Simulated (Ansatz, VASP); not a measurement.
# Two plane-wave programs on Na5H

The input INCAR:

```
  ALGO = Normal
  EDIFF = 1E-6
  EDIFFG = -0.04
  ENCUT = 600
  GGA = PE
  IBRION = 2
  ISIF = 3
  ISMEAR = 0
  LASPH = T
  LCHARG = F
  LREAL = F
  LWAVE = F
  NELM = 80
  NSW = 90
  PREC = Accurate
  SIGMA = 0.1
```

Contents of KPOINTS:

```
k-points
0
Gamma
  3 3 4
```

File POSCAR:

```
Na5H
1.0
    5.7652214800      0.0000000000      0.0000000000
   -2.8826107400      4.9928282600      0.0000000000
    0.0000000000      0.0000000000      5.1009950700
Na H
5 1
Direct
    0.0000000000      0.6075096100      0.0000000000
    0.6075096100      0.0000000000      0.0000000000
    0.3924903900      0.3924903900      0.0000000000
    0.6666666700      0.3333333300      0.5000000000
    0.3333333300      0.6666666700      0.5000000000
    0.0000000000      0.0000000000      0.5000000000
```

Input for Ansatz:

```yaml
crystal:
  lattice:
    - [5.76522148, 0.0, 0.0]
    - [-2.88261074, 4.99282826, 0.0]
    - [0.0, 0.0, 5.10099507]
  atoms:
    - { symbol: Na, position: [0.0, 0.60750961, 0.0] }
    - { symbol: Na, position: [0.60750961, 0.0, 0.0] }
    - { symbol: Na, position: [0.39249039, 0.39249039, 0.0] }
    - { symbol: Na, position: [0.66666667, 0.33333333, 0.5] }
    - { symbol: Na, position: [0.33333333, 0.66666667, 0.5] }
    - { symbol: H, position: [0.0, 0.0, 0.5] }
basis:
  ecutwfc: 420
kpoints:
  mp_grid: { grid: [3, 3, 4] }
hamiltonian:
  xc: pbe
scf:
  occupations: { method: gaussian, width: 0.1 }
  lower_state_search: "off"
output:
  forces: true
  stress: true
  eigenvalues: true
relax:
  adjacent_minimum: "off"
  f_tol: 0.04
  max_steps: 70
  cell: { stress_tol: 0.4 }
```

Change from the starting cell: species swapped into the CaMg5 type (P-62m, No. 189).

Alike in both runs: task relaxation of cell and atoms; functional PBE; k mesh 3 × 3 × 4; occupations gaussian, width 0.1 eV; no spin polarisation.

|  | VASP | Ansatz |
| --- | --- | --- |
| version | VASP 6.6.1 | Ansatz 0.2.0 |
| potentials or method | VASP PAW PBE potentials, release 64 (Na_pv, H) | scalar-relativistic, plane waves, PAW |
| plane-wave cutoff (eV) | 600 | 420 |
| valence electrons in the cell | 36 | 46 |

|  | VASP | Ansatz | Ansatz less VASP |
| --- | --- | --- | --- |
| gap on the k mesh at the Fermi level, each at its own relaxed structure (eV) | none | none | - |
| relaxed volume (Å³/atom) | 31.88 | 31.06 | -0.815 |
| relaxed cell length with the largest relative difference (Å) | 8.128 | 7.999 | -0.1293 |
| energy change over the relaxation (meV/atom) | -311 | -320 | -9.3 |

A gap of «none» marks a metal or a gap that the smearing closes. The two sets of potentials don't hold the same shells in valence.

Caveats: the k mesh is coarse (spacing up to 0.42 Å⁻¹), so the values aren't converged; the volume moved by over 15 % at a fixed basis, so the end points are rough (VASP); the bands computed are all filled at some k points, so no gap is given.
